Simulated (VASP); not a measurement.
Wanted: the native input for a VASP 6.6.1 run.

```yaml
Task: relaxation of cell and atoms
Functional: PBEsol
Potentials_or_basis: VASP PAW PBE potentials, release 64 (Sc_sv, Al, N)
Cutoff: 520 eV
k_mesh: 4 × 4 × 5
Occupations: gaussian, width 0.03 eV
Spin: no spin polarisation
Further_INCAR_settings: ALGO = Fast; EDIFF = 1e-06; IBRION = 2; EDIFFG = -0.02; NSW = 40; ISIF = 3
```

The structure of Sc3Al5N8 lies in POSCAR:

```
Sc3Al5N8
1.0
    6.4490000000      0.0000000000      0.0000000000
   -3.2245000000      5.5849978290      0.0000000000
    0.0000000000      0.0000000000      4.9445000000
Sc Al N
3 5 8
Direct
    0.1666666667      0.3333333333      0.0000000000
    0.8333333333      0.1666666667      0.5000000000
    0.8333333333      0.6666666667      0.5000000000
    0.1666666667      0.8333333333      0.0000000000
    0.6666666667      0.3333333333      0.0000000000
    0.6666666667      0.8333333333      0.0000000000
    0.3333333333      0.1666666667      0.5000000000
    0.3333333333      0.6666666667      0.5000000000
    0.1666666667      0.3333333333      0.3820000000
    0.1666666667      0.8333333333      0.3820000000
    0.6666666667      0.3333333333      0.3820000000
    0.6666666667      0.8333333333      0.3820000000
    0.3333333333      0.1666666667      0.8820000000
    0.3333333333      0.6666666667      0.8820000000
    0.8333333333      0.1666666667      0.8820000000
    0.8333333333      0.6666666667      0.8820000000
```

The cell comes from a database or a generator and needn't be the stable form of this composition.

These files were run (other wordings do the same):

INCAR

```
PREC     = Accurate       # precision mode
ENCUT    = 520            # plane-wave cutoff, eV
EDIFF    = 1E-6           # SCF threshold, eV
ISMEAR   = 0              # smearing method
SIGMA    = 0.03           # smearing width, eV
LREAL    = False          # projectors in reciprocal space
LASPH    = True           # aspherical terms in the spheres
NELM     = 80             # most SCF steps
ALGO     = Fast           # electronic algorithm
ISIF     = 3              # what is computed and relaxed
LWAVE    = False          # write WAVECAR
LCHARG   = False          # write CHGCAR
GGA      = PS             # functional
IBRION   = 2              # ionic algorithm
NSW      = 40             # ionic steps
EDIFFG   = -0.02          # ionic threshold
```

KPOINTS

```
Automatic mesh
0
Gamma
  4 4 5
```

Potentials or basis: VASP PAW PBE potentials, release 64 (Sc_sv, Al, N).

Launch:

```sh
$ cat potpaw_PBE.64/Sc_sv/POTCAR potpaw_PBE.64/Al/POTCAR potpaw_PBE.64/N/POTCAR > POTCAR
$ mpirun -np 1 vasp_std > vasp.out
```

Results of the run:

| Property | Result |
| --- | --- |
| Relaxed volume | 11.71 Å³/atom |
| Relaxed cell | a = 6.601 Å, b = 6.549 Å, c = 4.992 Å, α = 90.00°, β = 90.16°, γ = 119.74° |
| Space group after relaxing (to 0.05 Å) | Cm (No. 8) |
| Energy gained by relaxing | 152.2 meV/atom |
| Ionic steps | 17 |
| Pressure after relaxing | -0.1 GPa |
| Largest force after relaxing | 0.011 eV/Å |
| Band gap on the k mesh | 3.42 eV, direct |

Caveat: the PAW data sets were made with another functional, which shifts forces and pressure a little; an odd mesh through Γ misses points on the zone boundary, where band edges often lie.

It took 42 min on 1 thread of Intel(R) Xeon(R) Platinum 8488C (Sapphire Rapids), with other jobs on the host, peak memory 0.46 GiB.
